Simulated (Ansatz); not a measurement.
Ti2O: equation of state with PBEsol

Crystal: Ti2O.

```
CELL_PARAMETERS angstrom
2.91940 0.00000 0.00000
-1.45970 2.52827 0.00000
0.00000 0.00000 4.71300
ATOMIC_POSITIONS crystal
Ti 0.33333 0.66667 0.72126
Ti 0.66667 0.33333 0.27874
O 0.00000 0.00000 0.00000
```

```
Program             : Ansatz 0.2.0
Task                : equation of state
Functional          : PBEsol
Potentials or basis : Ansatz PAW
Cutoff              : 420 eV
Density cutoff      : 1680 eV
k mesh              : 10 × 10 × 6
Occupations         : fermi-dirac, width 0.05 eV
Spin                : no spin polarisation
```

```yaml
Equilibrium_volume: 11.85 Å³/atom
Bulk_modulus_at_fixed_shape_and_positions: 199 GPa
Pressure_derivative_of_the_bulk_modulus: 4.2
```

Energy against volume, from the lowest point:
```csv
volume (Å³/atom),energy (meV/atom)
10.900,54.06
11.132,29.71
11.364,13.04
11.596,3.37
11.828,0.00
12.059,2.28
12.291,9.71
```

All runs of the series together: 13 s on 2 threads of Intel(R) Xeon(R) Processor @ 2.70GHz, on a shared host.

Caveat: the cell was scaled at fixed shape and fractional positions, which overstates the stiffness of a crystal with free parameters, most of all of layers and chains.
